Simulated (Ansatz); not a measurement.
**Ru: how the axes shrink under pressure**

Ru, P6_3/mmc, a = 2.720 Å, c = 4.297 Å. Ansatz: PBE, PAW, 420 eV, Γ-centred 18×18×10 mesh on 2 atoms, Gaussian smearing 0.10 eV; no spin polarisation. Cell and atoms are relaxed at each pressure, and no other structure is tried, so the rows at high pressure may lie past a change of phase. y = 100 ln(c/c0) with c0 = 4.2968 Å, so nearly a change in per cent. The pressures are the targets, met within 0.02 GPa.

```tsv
P (GPa)	y	100 ln(a/a0)
-3.0	?	?
0.0	0.00	0.00
3.0	-0.29	-0.33
8.0	-0.73	-0.84
15.0	-1.32	-1.51
30.0	-2.43	-2.76
60.0	-4.25	-4.78
```

Problem. Fit y = c1 P + c2 P² to the other rows, give the linear compressibility along c, and predict the missing y.

Solution. Least squares on the rows shown. y = −0.09252 P + 0.0003624 P². The linear compressibility along c is −c1/100 = 0.93 per TPa, against 1.06 along a from the same fit to the last column (its missing entry is 0.35): the crystal is about as stiff along both at low pressure. The runs next to zero pressure give 0.95 and 1.13, so a parabola over the whole range misstates the start. With a term in P³ added, the coefficient of P becomes -0.09626, 4 % more, which shows how far this figure hangs on the form. At P = -3.0 the fit asked for gives 0.28. The run gave 0.28, the same to the digits shown.